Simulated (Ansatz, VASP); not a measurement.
# BN: VASP beside Ansatz

```
CELL_PARAMETERS angstrom
2.55394 0.00000 0.00000
-1.27697 2.21178 0.00000
0.00000 0.00000 4.22685
ATOMIC_POSITIONS crystal
B 0.66667 0.33333 0.99972
B 0.33333 0.66667 0.49972
N 0.66667 0.33333 0.62528
N 0.33333 0.66667 0.12528
```

Measurements of this composition are mostly on another form, of space group No. 194.

Alike in both runs: task single point; functional PBEsol; k mesh 12 × 12 × 6; occupations gaussian, width 0.05 eV; no spin polarisation.

```csv
,VASP,Ansatz
version,VASP 6.6.1,Ansatz 0.2.0
potentials or method,"VASP PAW PBE potentials, release 64 (B, N)","scalar-relativistic, plane waves, PAW"
plane-wave cutoff (eV),520,650
valence electrons in the cell,16,16
```

|  | VASP | Ansatz | Ansatz less VASP |
| --- | --- | --- | --- |
| gap on the k mesh at the Fermi level (eV) | 4.97 | 4.99 | +0.016 |
| least direct gap on the mesh (eV) | 8.15 | 8.15 | +0.005 |
| pressure (GPa) | -5.4 | -5.9 | -0.56 |
| largest component of the traceless stress (GPa) | 0.42 | 0.40 | -0.028 |
| rms of the force components (eV/Å) | 0.006 | 0.007 | +0.0017 |

Atom by atom the forces differ by 0.002 eV/Å (rms over components).

Caveats: the PAW data sets were made with another functional, which shifts forces and pressure a little (VASP). A k mesh can miss the band edges.
